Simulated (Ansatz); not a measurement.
CaF$_{2}$:
```
CELL_PARAMETERS angstrom
      0.00000     2.71015     2.71015
      2.71015     0.00000     2.71015
      2.71015     2.71015     0.00000
ATOMIC_POSITIONS crystal
  Ca 0.00000 0.00000 0.00000
  F  0.75000 0.75000 0.75000
  F  0.25000 0.25000 0.25000
```

Relaxed with PBEsol. Special points in fractions of this cell's reciprocal vectors: Γ (0.000, 0.000, 0.000); X (0.500, 0.000, 0.500); U (0.625, 0.250, 0.625); K (0.375, 0.375, 0.750); L (0.500, 0.500, 0.500); W (0.500, 0.250, 0.750).

Question: List the band energies nearest the valence-band maximum at these points for plane-wave PAW PBEsol (Ansatz code).

Answer: In eV from the valence-band maximum; about four levels below and three above (degenerate sets whole), none deeper than 8.9 eV; points with the same levels are listed once.

```tsv
k	below	above
Γ	-2.21 -2.21 -2.21 -0.26 -0.26 -0.26	7.25 9.22 9.22
X	-1.70 -1.70 -0.38 -0.38 0.00	8.09 9.61 10.20
U	-1.55 -0.68 -0.46 -0.10	8.36 9.81 9.91
L	-1.34 -1.29 -0.86 -0.86	9.45 9.45 9.86
W	-1.08 -1.08 -0.29 -0.09	8.43 9.84 10.04 10.04
```

Space group Fm-3m (fluorite). The PBEsol relaxation kept the symmetry of its start.

Potentials: the earlier of the program's two PAW sets. The files were generated under PBE; for other functionals the program regenerates the frozen cores, and for LDA and PBEsol the local potential too.
